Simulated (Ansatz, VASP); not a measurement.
Two plane-wave programs on Ru

```
CELL_PARAMETERS angstrom
0.00000 1.93399 1.93399
1.93399 0.00000 1.93399
1.93399 1.93399 0.00000
ATOMIC_POSITIONS crystal
Ru 0.00000 0.00000 0.00000
```

Alike in both runs: task single point; functional PBEsol; k mesh 16 × 16 × 16; occupations fermi-dirac, width 0.1 eV; no spin polarisation.

```csv
,VASP,Ansatz
version,VASP 6.6.1,Ansatz 0.2.0
potentials or method,"VASP PAW PBE potentials, release 64 (Ru_pv)","plane waves (420 eV) with PAW, scalar-relativistic"
plane-wave cutoff (eV),520,420
valence electrons in the cell,14,16
```

Ansatz gave:

```
pressure (GPa) : -21.8
```

Which values does VASP return?

Pressure (GPa): -21.9.

The two sets of potentials don't hold the same shells in valence. Ansatz warned: «pseudo_functional_mismatch».

Caveats: so large a pressure means that the cell lies far from this level's equilibrium, or that cutoff or potentials fall short (VASP); the potentials were made for another functional, which shifts forces and pressure (VASP).
